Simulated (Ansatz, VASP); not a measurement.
**Ir: VASP beside Ansatz**

```
Ir
1.0
     0.00000    1.92285    1.92285
     1.92285    0.00000    1.92285
     1.92285    1.92285    0.00000
Ir
1
Cartesian
  0.0000 0.0000 0.0000
```

Alike in both runs: task single point; functional r2SCAN; k mesh 11 × 11 × 11; occupations fermi-dirac, width 0.1 eV; no spin polarisation.

```csv
,VASP,Ansatz
version,VASP 6.6.1,Ansatz 0.2.0
potentials or method,"VASP PAW PBE potentials, release 64 (Ir)","plane waves (500 eV) with PAW, scalar-relativistic"
plane-wave cutoff (eV),520,500
valence electrons in the cell,9,17
```

VASP gave:

| Item | Value |
| --- | --- |
| pressure (GPa) | 2.8 |

Question: Which values does Ansatz return?

Answer: Pressure (GPa): 0.3.

With one functional, cell and mesh, what is left measures potentials, basis and numerics. The two sets of potentials don't hold the same shells in valence.

Caveats: the PAW data sets were made with another functional, which shifts forces and pressure a little (VASP). Spin-orbit coupling is left out, which matters for the levels of Ir.
